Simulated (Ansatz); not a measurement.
# ZrB2 (P6/mmm) in Ansatz: further runs

The runs below take ZrB2 through single point, with PBEsol, LDA.

All numbers are computed with Ansatz 0.2.0; they aren't measurements. Logs are shortened: lines on timing, memory, paths and dates and some standing lists are left out, and cuts for length are marked.

## Step 1: The crystal as given

It takes space group P6/mmm (No. 191, hexagonal). The conventional cell has a = 3.170 Å, b = 3.170 Å, c = 3.533 Å, α = 90.00°, β = 90.00°, γ = 120.00°. Zr (site symmetry 6/mmm) is surrounded by 12 B at 2.54 Å. B (site symmetry -6m2) has 3 B at 1.83 Å as nearest neighbours.

## Step 2: Single point, PBEsol

Input file input.yaml:

```yaml
crystal:
  lattice:
    - [3.17, 0.0, 0.0]
    - [-1.585, 2.74530053, 0.0]
    - [0.0, 0.0, 3.533]
  atoms:
    - { symbol: Zr, position: [0.0, 0.0, 0.0] }
    - { symbol: B, position: [0.6666666667, 0.3333333333, 0.5] }
    - { symbol: B, position: [0.3333333333, 0.6666666667, 0.5] }
hamiltonian:
  xc: pbesol
  pseudopotentials: { kind: paw }
kpoints:
  mp_grid: { grid: [10, 10, 8] }
scf:
  occupations: { method: gaussian, width: 0.02 }
output:
  forces: true
  stress: true
  eigenvalues: true
```

Potentials or basis: Ansatz PAW.

Started as:

```bash
ansatz run input.yaml --threads 2 --pin off --max-ram 5632MiB --backend cpu --events-out ev --progress --plain --runs-dir out
```

Log:

```text
Warning: RAYON_NUM_THREADS=2 ignored (pool sized by the plan → 2); use --threads N
Engine: ansatz 0.2.0, x86_64-unknown-linux-gnu
Pseudopotentials: kind: paw
Pseudopotential: Zr, paw, valence charge 12, recommended cutoff 420 eV (normal), Zr.paw.azcp
Pseudopotential: B, paw, valence charge 3, recommended cutoff 420 eV (normal), B.paw.azcp
Functional definition: PBEsol
  exchange = pbesol_x
  correlation = pbesol_c
Crystal: 3 atoms, lattice volume = 30.746 Å³
Basis set: ecut = 420 eV, 575 PW (Γ), exchange–correlation on 48×48×48 points (8 copies of the dense FFT grid, shifted against one another)
Bands: 13, of which v1, the nominal top of the filled ones, is band 9 counted from 1 (8 counted from 0)
Symmetry: 24 space group operations
Space group: P6/mmm (ITA 191), of the structure as read, at distance tolerance 3.1e-5 Å
k-points: 70 of 800
Non-local potential: Zr, projectors of the file, l = 0: 3, l = 1: 2, l = 2: 2, l = 3: 2
Non-local potential: B, projectors of the file, l = 0: 2, l = 1: 2, l = 2: 1
PAW form: soft (Blöchl's): semilocal exchange-correlation on the pseudo side does not see the compensation charge
PAW frozen core: Zr, regenerated for the run's functional, and the local potential with it (the file was generated under x = pbe(κ = 0.804, μ = 0.2195149727645171), c = pbe(β = 0.06672455060314922))
PAW frozen core: B, regenerated for the run's functional, and the local potential with it (the file was generated under x = pbe(κ = 0.804, μ = 0.2195149727645171), c = pbe(β = 0.06672455060314922))
PAW one-centre angular grid: Zr, 590 points (default); XC on 64 Gauss nodes
PAW one-centre angular grid: B, 110 points (default); XC on 64 Gauss nodes
Initial density: superposition of atomic densities (neutral atoms: chi_scale 0, normalization atom), corrected by the library's trained network
Initial wavefunctions: pseudopotential atomic-orbital guess
Functional: x = pbesol(κ = 0.804, μ = 0.12345679012345678), c = pbesol(β = 0.046)
SCF iter   1: F=—  HF=-4437.213117 eV  |F-HF|=—  |Δ(HF+E_count)|=         —  Δρ=4.92e-3  dr2=1.13e-2  ethr=1.77e-3  ⟨swp⟩=5.8  Hψ=4624  notcnv=0
preconditioner: auto → none  [insulator: Δε(μ)=0.190 eV  Ē_g=8.806 eV  σ=0.020 eV  W_gap=0.54  n_scr=8 (ndim 8)  ℏωp=21.2 eV  f_vac=0.000  D(μ)=1.28/eV (n_scr^D=8)  ε∞_Penn≈6.8]
SCF iter   2: F=—  HF=-4437.209958 eV  |F-HF|=—  |Δ(HF+E_count)|=   3.16e-3  Δρ=1.72e-3  dr2=1.16e-3  ethr=6.30e-5  ⟨swp⟩=2.0  Hψ=1730  notcnv=0  defer=5
SCF iter   3: F=—  HF=-4437.209667 eV  |F-HF|=—  |Δ(HF+E_count)|=   2.91e-4  Δρ=2.64e-4  dr2=6.40e-6  ethr=6.44e-6  ⟨swp⟩=2.0  Hψ=1288  notcnv=0  defer=5
SCF iter   4: F=—  HF=-4437.209684 eV  |F-HF|=—  |Δ(HF+E_count)|=   1.65e-5  Δρ=8.63e-5  dr2=6.53e-7  ethr=3.56e-8  ⟨swp⟩=2.1  Hψ=1500  notcnv=0  defer=5
iter 5 did not close the SCF: its close was put off for the readings that it lacked (scf_convergence_deferred on its scf_iter line)
SCF iter   5: F=-4437.209684 eV  HF=-4437.209684 eV  |F-HF|=3.01e-9  |Δ(HF+E_count)|=   3.42e-7  Δρ=3.76e-6  dr2=4.73e-9  ethr=3.63e-9  ⟨swp⟩=1.0  Hψ=905  notcnv=0  defer=5
SCF iter   6: F=-4437.209684 eV  HF=-4437.209684 eV  |F-HF|=1.04e-10  |Δ(HF+E_count)|=   1.74e-9  Δρ=8.88e-7  dr2=1.52e-10  ethr=2.63e-11  ⟨swp⟩=1.4  Hψ=2795  notcnv=0
SCF 1 converged in 6 iterations: F = -4437.209684 eV  dr2 = 1.52e-10
SCF converged after 6 iterations
Free energy (F): -4437.209684 eV
Harris-Foulkes:  -4437.209684 eV  (|F-HF|=1.04e-10)
Internal energy: -4437.209453 eV  (E = F + TS)
E sigma→0 (E₀):  -4437.209569 eV
Entropy (-TS):   -0.000231 eV (-0.077 meV/atom)
Fermi energy:    15.552078 eV
--- Per-component energies (eV) ---
  E_band       = -26.211060
  E_kinetic    = 434.746779
  E_local      = -557.967028  (includes V_loc(G=0)·N_el)
  E_nonlocal   = 102.206563
  E_hartree    = 175.962617
  E_xc         = -227.454959
  E_vxc        = -270.572310  (∫ρ·V_xc dr)
  E_paw        = -3050.713962  (= ΣΔE_a)
  E_vpaw       = -86.550050  (= ΣTr[D̂ρ^β])
  E_aug_tail   = 0.000015  (compensation charges beyond the density's cutoff)
  E_ewald      = -1314.184620
  E_core_change = 0.195142  (= ΣΔE_core)
  E_smearing   = -0.000231  (= −TS)
  E_closure    = -0.000000  (closes the sum)
  Σ components = -4437.209684   (vs F -4437.209684, Δ=0.00e0)
--- Forces (eV/Å), atoms counted from 1 ---
  atom   1  Zr    -0.00000000    -0.00000000     0.00000000
  atom   2  B      0.00000000    -0.00000000     0.00000000
  atom   3  B      0.00000000    -0.00000000     0.00000000
  max |Σ_I F_I| component: 3.70e-17 eV/Å
--- Stress (GPa, compression-positive) ---
       -4.058242      -0.000000       0.000000
       -0.000000      -4.058242       0.000000
        0.000000       0.000000      -4.099297
  P = ⅓ Tr σ = -4.0719 GPa (-40.719 kbar)
--- Band table (eV; the first three rows and the last of 70) ---
  k-point 0: bands = ["-32.8179", "-11.0392", "-10.4805", "-10.4805", "2.9932", "13.0693", "13.0709", "13.0709", "13.3727", "19.0795", "19.0795", "19.8820", "19.8820"]
  k-point 1: bands = ["-32.8151", "-11.0956", "-10.4767", "-10.4767", "3.2247", "11.8736", "13.2181", "13.2181", "14.4971", "18.1092", "18.1092", "19.4142", "19.4142"]
  k-point 2: bands = ["-32.8081", "-11.2284", "-10.4674", "-10.4674", "3.8471", "10.4997", "13.6469", "13.6469", "15.7567", "16.9762", "16.9762", "18.3231", "18.3231"]
  k-point 69: bands = ["-32.6692", "-11.1679", "-11.1345", "-10.9935", "6.5364", "7.4917", "10.8117", "12.9326", "12.9918", "19.6962", "21.4298", "21.7925", "21.9480"]
```

It took 3.1 s on 2 threads of Intel Xeon at 2.70GHz, shared host; peak memory 0.35 GiB.

What came out:

```
Free energy            : -4437.2097 eV
Pressure               : -4.1 GPa
Band gap on the k mesh : none (metal or under the smearing width)
```

Caveat: the PAW data sets come from PBE, with cores solved anew for the run's functional, which leaves a small shift of forces and pressure.

## Step 3: Single point, LDA

input.yaml: that of step 2 with these lines changed.

```diff
@@ -10,3 +10,3 @@
 hamiltonian:
-  xc: pbesol
+  xc: lda
   pseudopotentials: { kind: paw }
@@ -15,3 +15,3 @@
 scf:
-  occupations: { method: gaussian, width: 0.02 }
+  occupations: { method: gaussian, width: 0.1 }
 output:
@@ -20 +20,5 @@
   eigenvalues: true
+  write_density: true
+  write_potential: true
+  elf: true
+  volumetric_format: npy
```

Potentials or basis: Ansatz PAW.

Started as:

```bash
ansatz run input.yaml --threads 2 --pin off --max-ram 5632MiB --backend cpu --events-out ev --progress --plain --runs-dir out
```

It took 1.8 s on 2 threads of Intel Xeon at 2.70GHz, shared host; peak memory 0.35 GiB.

The run converged. Its results:

- Free energy: -4380.2408 eV
- Pressure: -8.8 GPa
- Band gap on the k mesh: none (metal or under the smearing width)

Stress tensor (GPa, compression positive):
```
-9.09  0.00  0.00
 0.00 -9.09  0.00
 0.00  0.00 -8.17
```

Levels at points of the mesh, in eV from the Fermi level:
| k point | band 7 | band 8 | band 9 | band 10 | band 11 | band 12 |
| --- | --- | --- | --- | --- | --- | --- |
| (0.00, 0.00, 0.00) | -2.52 | -2.49 | -2.20 | 3.47 | 3.47 | 4.24 |
| (0.00, 0.00, -0.50) | -0.85 | -0.85 | 0.42 | 0.42 | 0.86 | 0.86 |
| (0.00, -0.50, 0.00) | -3.78 | -2.93 | -2.58 | 2.35 | 2.39 | 5.01 |
| (0.00, -0.50, -0.50) | -4.49 | -4.02 | -1.85 | 3.80 | 4.28 | 5.38 |

Caveat: the PAW data sets come from PBE, with cores solved anew for the run's functional, which leaves a small shift of forces and pressure.
